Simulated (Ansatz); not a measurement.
Write the native input for Ansatz 0.2.0 that does the following.

- Task: relaxation of cell and atoms
- Functional: revPBE
- Dispersion: D3(BJ)
- Potentials or basis: Ansatz PAW
- Cutoff: 420 eV (not typed: the program's choice for these potentials)
- k mesh: 11 × 11 × 6
- Occupations: fermi-dirac, width 0.05 eV
- Spin: no spin polarisation

The system is Ru.

```
CELL_PARAMETERS angstrom
2.70580 0.00000 0.00000
-1.35290 2.34329 0.00000
0.00000 0.00000 4.28190
ATOMIC_POSITIONS crystal
Ru 0.66667 0.33333 0.75000
Ru 0.33333 0.66667 0.25000
```

One way to write it, as run:

input.yaml

```yaml
crystal:
  lattice:
    - [2.7058, 0.0, 0.0]
    - [-1.3529, 2.3432915376, 0.0]
    - [0.0, 0.0, 4.2819]
  atoms:
    - { symbol: Ru, position: [0.6666666667, 0.3333333333, 0.75] }
    - { symbol: Ru, position: [0.3333333333, 0.6666666667, 0.25] }
hamiltonian:
  xc: revpbe
  pseudopotentials: { kind: paw }
  dispersion: d3bj
kpoints:
  mp_grid: { grid: [11, 11, 6] }
scf:
  occupations: { method: fermi_dirac, width: 0.05 }
output:
  forces: true
  stress: true
  write_density: true
  write_potential: true
  elf: true
  volumetric_format: npy
relax:
  f_tol: 0.01
  max_steps: 40
  cell: { stress_tol: 0.05 }
```

Potentials or basis: Ansatz PAW.

The run is started by

```console
$ ansatz run input.yaml --threads 2 --pin off --max-ram 5120MiB --backend cpu --events-out ev --progress --plain --runs-dir out
```

It gave:

| Quantity | Value |
| --- | --- |
| Relaxed volume | 13.29 Å³/atom |
| Relaxed cell | a = 2.686 Å, b = 2.686 Å, c = 4.254 Å, α = 90.00°, β = 90.00°, γ = 120.00° |
| Space group after relaxing (to 0.05 Å) | P6_3/mmc (No. 194) |
| Energy gained by relaxing | 6.2 meV/atom |
| Ionic steps | 4 |
| Pressure after relaxing | 0.0 GPa |
| Band gap on the k mesh | none (metal or under the smearing width) |

Caveat: the plane-wave basis is chosen anew once the cell has moved, so the energies of steps on either side of that aren't comparable; pairwise dispersion overbinds metals, which lowers pressure and volume; the PAW data sets come from PBE, with cores solved anew for the run's functional, which leaves a small shift of forces and pressure.

Run time: 4.6 s on 2 threads of Arm Neoverse V2 (shared host), peak memory 0.32 GiB.
